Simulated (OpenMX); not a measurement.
## In2O3 under changes of volume

One of the cells (12.611 Å³/atom); the others are scaled copies at fixed shape and fractional positions:

```xyz
10
Lattice="2.7435 1.5840 4.8367 -2.7435 1.5840 4.8367 0.0000 -3.1679 4.8367" Properties=species:S:1:pos:R:3 pbc="T T T"
In    0.0000    0.0000   12.4396
In    0.0000    0.0000    9.3254
In    0.0000    0.0000    2.0704
In    0.0000    0.0000    5.1846
O    -1.9259   -0.1679    6.0458
O     0.8176    1.7519    6.0458
O     1.1084   -1.5840    6.0458
O     1.9259    0.1679    8.4642
O    -0.8176   -1.7519    8.4642
O    -1.1084    1.5840    8.4642
```

* Program: OpenMX 3.8.5
* Functional: LDA
* Potentials or basis: OpenMX 2013 LDA set, In7.0-s3p2d2, O6.0-s2p2d1, fixed grid of 60 × 60 × 60 points
* k mesh: 7 × 7 × 7
* Occupations: fermi-dirac, width 0.05 eV
* Spin: no spin polarisation

```tsv
volume (Å³/atom)	energy over the lowest point (meV/atom)	gap on the mesh (eV)	largest force (eV/Å)
11.854	?	?	?
12.106	17.10	1.59	0.231
12.359	5.27	1.43	0.222
12.611	0.00	1.28	0.214
12.863	0.57	1.12	0.210
13.115	6.40	0.98	0.203
13.368	16.90	0.84	0.196
```

Problem. What does the run at 11.854 Å³/atom give?

Solution. Energy over the lowest point 36.28 meV/atom; gap on the mesh 1.76 eV; largest force 0.237 eV/Å.

Worked out: A Birch-Murnaghan fit of order 3 (a polynomial in V^(-2/3)) to the other rows has its minimum at 12.71 Å³/atom with B0 = V·E''(V) = 179 GPa and B' = 4.6 at fixed shape and positions, which overstates the stiffness. It gives 36.22 meV/atom at 11.854 Å³/atom, against the run's 36.28. A straight line through the other rows of the gap, of slope -7.58 eV per unit of ln V, extrapolates to 1.75 eV, against the run's 1.76.

Energies are extrapolated to zero smearing.

Caveats: the basis has few d functions beyond the semicore shells, which can make volumes several per cent too large; spin-orbit coupling is left out, which moves the levels of the heavy elements; the basis of atomic orbitals isn't converged, which shifts pressures, moduli and gaps; an odd mesh through Γ misses points on the zone boundary, where band edges often lie (some runs).
